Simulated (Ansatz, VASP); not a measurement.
Ni: VASP beside Ansatz

```
Ni
1.0
     2.41291    0.00000    0.00000
    -1.20646    2.08964    0.00000
     0.00000    0.00000    2.35153
Ni
1
Direct
  0.00000 0.00000 0.00000
```

This isn't the form of Ni at room conditions, which is fcc.

Alike in both runs: task single point; functional PBE; k mesh 18 × 18 × 17; occupations fermi-dirac, width 0.01 eV; collinear spin.

```csv
,VASP,Ansatz
version,VASP 6.6.1,Ansatz 0.2.0
potentials or method,"VASP PAW PBE potentials, release 64 (Ni)","PAW with Ansatz's default frozen-core files, scalar-relativistic"
plane-wave cutoff (eV),520,420
valence electrons in the cell,10,18
```

```tsv
	VASP	Ansatz	Ansatz less VASP
gap on the k mesh at the Fermi level (eV)	none	none	-
pressure (GPa)	-0.4	-0.2	+0.26
largest component of the traceless stress (GPa)	0.37	0.10	-0.271
net moment per atom (μB)	0.56	0.58	+0.021
size of the moment on the site where the two differ most (μB)	0.57	0.61	+0.041
```

Site moments also hang on the region over which each program counts them. A gap of «none» marks a metal or a gap that the smearing closes. The two sets of potentials don't hold the same shells in valence.
